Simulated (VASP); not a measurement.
# Ni (Fm-3m) in VASP: band structure with PBE

Aim: the band structure of Ni with PBE.

Everything below comes from runs of VASP 6.6.1. Logs are shortened: lines on timing, memory, paths and dates and some standing lists are left out, and cuts for length are marked.

## 1. The crystal as given

It takes space group Fm-3m (No. 225, cubic). The conventional cell has a = 3.520 Å, b = 3.520 Å, c = 3.520 Å, α = 90.00°, β = 90.00°, γ = 90.00°. Around Ni (site symmetry m-3m) lie 12 Ni at 2.49 Å.

## 2. Band structure, PBE, collinear spin, ferromagnetic start

INCAR reads:

```
PREC = Accurate ; ENCUT = 520
EDIFF = 1E-7 ; ISMEAR = 0
SIGMA = 0.1 ; LREAL = False
LASPH = True ; NELM = 150
ALGO = Normal ; ISIF = 2
LWAVE = False ; LCHARG = False
ISPIN = 2 ; MAGMOM = 0.8
LORBIT = 11 ; LMAXMIX = 4
GGA = PE
```

KPOINTS reads:

```
regular mesh
0
Gamma
  8 8 8
```

POSCAR reads:

```
Ni                                      
1.0
    0.0000000000      1.7599201507      1.7599201507
    1.7599201507      0.0000000000      1.7599201507
    1.7599201507      1.7599201507      0.0000000000
  Ni            
     1
Direct
     0.0000000000000000    0.0000000000000000    0.0000000000000000
```

KPOINTS_OPT reads:

```
path GXWKGLUWLK,UX
15
line-mode
reciprocal
 0.0000000000  0.0000000000  0.0000000000  G
 0.5000000000  0.0000000000  0.5000000000  X

 0.5000000000  0.0000000000  0.5000000000  X
 0.5000000000  0.2500000000  0.7500000000  W

 0.5000000000  0.2500000000  0.7500000000  W
 0.3750000000  0.3750000000  0.7500000000  K

 0.3750000000  0.3750000000  0.7500000000  K
 0.0000000000  0.0000000000  0.0000000000  G

 0.0000000000  0.0000000000  0.0000000000  G
 0.5000000000  0.5000000000  0.5000000000  L

 0.5000000000  0.5000000000  0.5000000000  L
 0.6250000000  0.2500000000  0.6250000000  U

 0.6250000000  0.2500000000  0.6250000000  U
 0.5000000000  0.2500000000  0.7500000000  W

 0.5000000000  0.2500000000  0.7500000000  W
 0.5000000000  0.5000000000  0.5000000000  L

 0.5000000000  0.5000000000  0.5000000000  L
 0.3750000000  0.3750000000  0.7500000000  K

 0.6250000000  0.2500000000  0.6250000000  U
 0.5000000000  0.0000000000  0.5000000000  X
```

Potentials or basis: VASP PAW PBE potentials, release 64 (Ni).

Started as:

```bash
$ cat potpaw_PBE.64/Ni/POTCAR > POTCAR
$ mpirun -np 1 vasp_std > vasp.out
```

OUTCAR:

```text
PREC = Accurate
   ENCUT = 520
   EDIFF = 1E-7
   ISMEAR = 0
   LREAL = False
   LASPH = True
   NELM = 150
   ISIF = 2
   ISPIN = 2
   LORBIT = 11
   GGA = PE

 ion  position               nearest neighbor table
   1  0.000  0.000  0.000-

  LATTYP: Found a face centered cubic cell.
 ALAT       =     3.5198403014

  Lattice vectors:

 A1 = (   0.0000000000,   1.7599201507,   1.7599201507)
 A2 = (   1.7599201507,   0.0000000000,   1.7599201507)
 A3 = (   1.7599201507,   1.7599201507,   0.0000000000)

Analysis of symmetry for initial positions (statically):
=====================================================================
 Subroutine PRICEL returns:
 Original cell was already a primitive cell.

 Routine SETGRP: Setting up the symmetry group for a
 face centered cubic supercell.

 Subroutine GETGRP returns: Found 48 space group operations
 (whereof 48 operations were pure point group operations)
 out of a pool of 48 trial point group operations.

The static configuration has the point symmetry O_h .

Analysis of symmetry for dynamics (positions and initial velocities):
=====================================================================
 Subroutine PRICEL returns:
 Original cell was already a primitive cell.

 Routine SETGRP: Setting up the symmetry group for a
 face centered cubic supercell.

 Subroutine GETGRP returns: Found 48 space group operations
 (whereof 48 operations were pure point group operations)
 out of a pool of 48 trial point group operations.

The dynamic configuration has the point symmetry O_h .

Analysis of structural, dynamic, and magnetic symmetry:
=====================================================================
 Subroutine PRICEL returns:
 Original cell was already a primitive cell.

 Routine SETGRP: Setting up the symmetry group for a
 face centered cubic supercell.

 Subroutine GETGRP returns: Found 48 space group operations
 (whereof 48 operations were pure point group operations)
 out of a pool of 48 trial point group operations.

The overall configuration has the point symmetry O_h .

 Subroutine INISYM returns: Found 48 space group operations
 (whereof 48 operations are pure point group operations),
 and found     1 'primitive' translations

----------------------------------------------------------------------------------------

                                     Primitive cell

  volume of cell :      10.9021

  direct lattice vectors                    reciprocal lattice vectors
     0.000000000  1.759920151  1.759920151    -0.284103799  0.284103799  0.284103799
     1.759920151  0.000000000  1.759920151     0.284103799 -0.284103799  0.284103799
     1.759920151  1.759920151  0.000000000     0.284103799  0.284103799 -0.284103799
[... 117 lines left out ...]
 maximum number of plane-waves:       304
 NGX is ok and might be reduce to    20
   NGX =  9   NGY =  9   NGZ =  9

 number of electron      10.0000009 magnetization       0.6992195

 Free energy of the ion-electron system (eV)
  ---------------------------------------------------
  ext. energy  EPLUGINS =         0.00000000
  ---------------------------------------------------
  free energy    TOTEN  =        -5.47430745 eV

  energy without entropy =       -5.46446899  energy(sigma->0) =       -5.46938822

 E-fermi :   9.3413     XC(G=0): -13.2468

 val. band max:        9.3077411035   @ k =   0.3750   0.3750   0.0000
 cond. band min:       9.3437070594   @ k =   0.5000   0.3750   0.1250
 fundamental gap:      0.0359659559
 Fermi energy:         9.3413277824

 spin component 1

 k-point     1 :       0.0000    0.0000    0.0000
  band No.  band energies     occupation
      1       0.3422      1.00000
      2       6.8586      1.00000
      3       6.8586      1.00000
      4       6.8586      1.00000
      5       8.0284      1.00000
      6       8.0284      1.00000
      7      33.0490      0.00000
      8      36.8890      0.00000
      9      36.8890      0.00000
[... 265 lines left out ...]
 k-point    24 :      -0.3750    0.2500    0.1250
  band No.  band energies     occupation
      1       5.3443      1.00000
      2       6.1990      1.00000
      3       6.7837      1.00000
      4       7.4989      1.00000
      5       8.5881      1.00000
      6      12.6657      0.00000
      7      15.3812      0.00000
      8      25.2978      0.00000
      9      26.1801      0.00000

 [... further k-points ...]

 spin component 2

 k-point     1 :       0.0000    0.0000    0.0000
  band No.  band energies     occupation
      1       0.3245      1.00000
      2       7.6814      1.00000
      3       7.6814      1.00000
      4       7.6814      1.00000
      5       8.6864      1.00000
      6       8.6864      1.00000
      7      32.8973      0.00000
      8      36.8881      0.00000
      9      36.8881      0.00000
[... 265 lines left out ...]
 k-point    24 :      -0.3750    0.2500    0.1250
  band No.  band energies     occupation
      1       5.9004      1.00000
      2       6.6587      1.00000
      3       7.4403      1.00000
      4       8.1777      1.00000
      5       9.4465      0.06837
      6      12.9582      0.00000
      7      15.7618      0.00000
      8      25.3889      0.00000
      9      26.3101      0.00000

 [... further k-points ...]

------------------------ aborting loop because EDIFF is reached ----------------------------------------

  FORCE on cell =-STRESS in cart. coord.  units (eV):
  Direction    XX          YY          ZZ          XY          YZ          ZX
  --------------------------------------------------------------------------------------
  -------------------------------------------------------------------------------------
  Total        0.0017092      0.0017092      0.0017092      0.0000000      0.0000000      0.0000000
  in kB        0.2511916      0.2511916      0.2511916      0.0000000      0.0000000      0.0000000
  external PRESSURE =       0.2511916 kB  Pullay stress =       0.0000000 kB

 VOLUME and BASIS-vectors are now :
 -----------------------------------------------------------------------------
  energy-cutoff  :      520.00
  volume of cell :       10.90
      direct lattice vectors                 reciprocal lattice vectors
     0.000000000  1.759920151  1.759920151    -0.284103799  0.284103799  0.284103799
     1.759920151  0.000000000  1.759920151     0.284103799 -0.284103799  0.284103799
     1.759920151  1.759920151  0.000000000     0.284103799  0.284103799 -0.284103799

 POSITION                                       TOTAL-FORCE (eV/Angst)
 -----------------------------------------------------------------------------------
      0.00000      0.00000      0.00000         0.000000      0.000000      0.000000
 -----------------------------------------------------------------------------------
    total drift:                               -0.000000     -0.000000     -0.000000

  FREE ENERGIE OF THE ION-ELECTRON SYSTEM (eV)
  ---------------------------------------------------
  free  energy   TOTEN  =        -5.4743074504 eV

  energy  without entropy=       -5.4644689921  energy(sigma->0) =       -5.46938822

 total charge

# of ion       s       p       d       tot
------------------------------------------
    1        0.498   0.501   8.305   9.304

 magnetization (x)

# of ion       s       p       d       tot
------------------------------------------
    1       -0.004  -0.022   0.735   0.709
```

OSZICAR:

```text
N       E                     dE             d eps       ncg     rms          rms(c)
DAV:   1     0.218980505073E+02    0.21898E+02   -0.49584E+03  1076   0.142E+03
DAV:   2    -0.609065091301E+01   -0.27989E+02   -0.26843E+02  1066   0.162E+02
DAV:   3    -0.649881675538E+01   -0.40817E+00   -0.40717E+00  1207   0.259E+01
DAV:   4    -0.650325350964E+01   -0.44368E-02   -0.44363E-02  1245   0.236E+00
DAV:   5    -0.650336710511E+01   -0.11360E-03   -0.11359E-03  1231   0.333E-01    0.982E+00
DAV:   6    -0.581427001033E+01    0.68910E+00   -0.16821E+01  1094   0.665E+01    0.592E+00
DAV:   7    -0.549473034808E+01    0.31954E+00   -0.26952E+00  1099   0.255E+01    0.200E+00
DAV:   8    -0.547732446439E+01    0.17406E-01   -0.29954E-02  1382   0.216E+00    0.101E+00
DAV:   9    -0.547479175916E+01    0.25327E-02   -0.21257E-03  1526   0.482E-01    0.247E-01
DAV:  10    -0.547429712266E+01    0.49464E-03   -0.72161E-04  1231   0.225E-01    0.590E-02
[... 42 further cycles ...]
DAV:   7     0.212477164518E+04   -0.25628E-05     1169
DAV:   8     0.212477164510E+04   -0.78313E-07      746
       N       E                     dE             ncg
DAV:   1     0.141697638368E+05   -0.23039E+04      188
DAV:   2     0.140270443822E+05   -0.14272E+03      180
DAV:   3     0.140253609670E+05   -0.16834E+01      198
DAV:   4     0.140253362470E+05   -0.24720E-01      209
DAV:   5     0.140253357788E+05   -0.46814E-03      185
DAV:   6     0.140253357581E+05   -0.20768E-04      234
DAV:   7     0.140253357576E+05   -0.44057E-06      220
DAV:   8     0.140253357576E+05   -0.16335E-07      119
```

stdout:

```text
POSCAR found type information on POSCAR Ni
 POSCAR found :  1 types and       1 ions
 scaLAPACK will be used
 LDA part: xc-table for (Slater+PW92), standard interpolation
 POSCAR, INCAR and KPOINTS ok, starting setup
 FFT: planning ... GRIDC
 FFT: planning ... GRID_SOFT
 FFT: planning ... GRID
 WAVECAR not read
 entering main loop
 Start KPOINTS_OPT (optional k-point list driver)
k-point batch [1-29\150]
k-point batch [30-58\150]
k-point batch [59-87\150]
k-point batch [88-116\150]
k-point batch [117-145\150]
k-point batch [146-150\150]
```

It took 26 s on 1 thread of AMD EPYC 7R13 (Zen 3), shared host; peak memory 0.1 GiB.

Results:

```yaml
Free_energy: -5.4743 eV
Pressure: 0.0 GPa
Band_gap_along_the_path: none (metal or under the smearing width)
Net_moment: 0.70 μB per cell
Site_moments: Ni +0.71 μB
Valence_electrons_inside_the_program's_atomic_spheres: Ni 9.30
```

Levels at the corners of the path, in eV from the Fermi level:
Spin up:
| point | band 3 | band 4 | band 5 | band 6 | band 7 | band 8 |
| --- | --- | --- | --- | --- | --- | --- |
| Γ | -2.48 | -2.48 | -1.31 | -1.31 | 23.71 | 27.55 |
| X | -0.61 | -0.54 | -0.54 | 2.44 | 9.18 | 14.80 |
| X | -0.61 | -0.54 | -0.54 | 2.44 | 9.18 | 14.80 |
| W | -3.11 | -1.38 | -0.54 | 7.70 | 7.70 | 9.93 |
| W | -3.11 | -1.38 | -0.54 | 7.70 | 7.70 | 9.93 |
| K | -2.15 | -1.15 | -0.79 | 5.69 | 7.25 | 9.91 |
| K | -2.15 | -1.15 | -0.79 | 5.69 | 7.25 | 9.91 |
| Γ | -2.48 | -2.48 | -1.31 | -1.31 | 23.71 | 27.55 |
| Γ | -2.48 | -2.48 | -1.31 | -1.31 | 23.71 | 27.55 |
| L | -2.46 | -0.66 | -0.66 | -0.29 | 5.61 | 22.20 |
| L | -2.46 | -0.66 | -0.66 | -0.29 | 5.61 | 22.20 |
| U | -2.15 | -1.15 | -0.79 | 5.69 | 7.25 | 9.91 |
| U | -2.15 | -1.15 | -0.79 | 5.69 | 7.25 | 9.91 |
| W | -3.11 | -1.38 | -0.54 | 7.70 | 7.70 | 9.93 |
| W | -3.11 | -1.38 | -0.54 | 7.70 | 7.70 | 9.93 |
| L | -2.46 | -0.66 | -0.66 | -0.29 | 5.61 | 22.20 |
| L | -2.46 | -0.66 | -0.66 | -0.29 | 5.61 | 22.20 |
| K | -2.15 | -1.15 | -0.79 | 5.69 | 7.25 | 9.91 |
| U | -2.15 | -1.15 | -0.79 | 5.69 | 7.25 | 9.91 |
| X | -0.61 | -0.54 | -0.54 | 2.44 | 9.18 | 14.80 |
Spin down:
```csv
point,band 1,band 2,band 3,band 4,band 5,band 6,band 7,band 8
Γ,-9.02,-1.66,-1.66,-1.66,-0.65,-0.65,23.56,27.55
X,-4.28,-3.55,0.08,0.40,0.40,2.42,9.46,14.83
X,-4.28,-3.55,0.08,0.40,0.40,2.42,9.46,14.83
W,-3.35,-2.44,-2.44,-0.75,0.40,7.91,7.91,10.12
W,-3.35,-2.44,-2.44,-0.75,0.40,7.91,7.91,10.12
K,-3.52,-3.15,-1.47,-0.50,0.14,5.93,7.46,10.14
K,-3.52,-3.15,-1.47,-0.50,0.14,5.93,7.46,10.14
Γ,-9.02,-1.66,-1.66,-1.66,-0.65,-0.65,23.56,27.55
Γ,-9.02,-1.66,-1.66,-1.66,-0.65,-0.65,23.56,27.55
L,-4.38,-1.78,-1.78,-0.34,0.17,0.17,6.09,22.06
L,-4.38,-1.78,-1.78,-0.34,0.17,0.17,6.09,22.06
U,-3.52,-3.15,-1.47,-0.50,0.14,5.93,7.46,10.14
U,-3.52,-3.15,-1.47,-0.50,0.14,5.93,7.46,10.14
W,-3.35,-2.44,-2.44,-0.75,0.40,7.91,7.91,10.12
W,-3.35,-2.44,-2.44,-0.75,0.40,7.91,7.91,10.12
L,-4.38,-1.78,-1.78,-0.34,0.17,0.17,6.09,22.06
L,-4.38,-1.78,-1.78,-0.34,0.17,0.17,6.09,22.06
K,-3.52,-3.15,-1.47,-0.50,0.14,5.93,7.46,10.14
U,-3.52,-3.15,-1.47,-0.50,0.14,5.93,7.46,10.14
X,-4.28,-3.55,0.08,0.40,0.40,2.42,9.46,14.83
```

Caveat: the k mesh is coarse (spacing up to 0.39 Å⁻¹), so the values aren't converged.
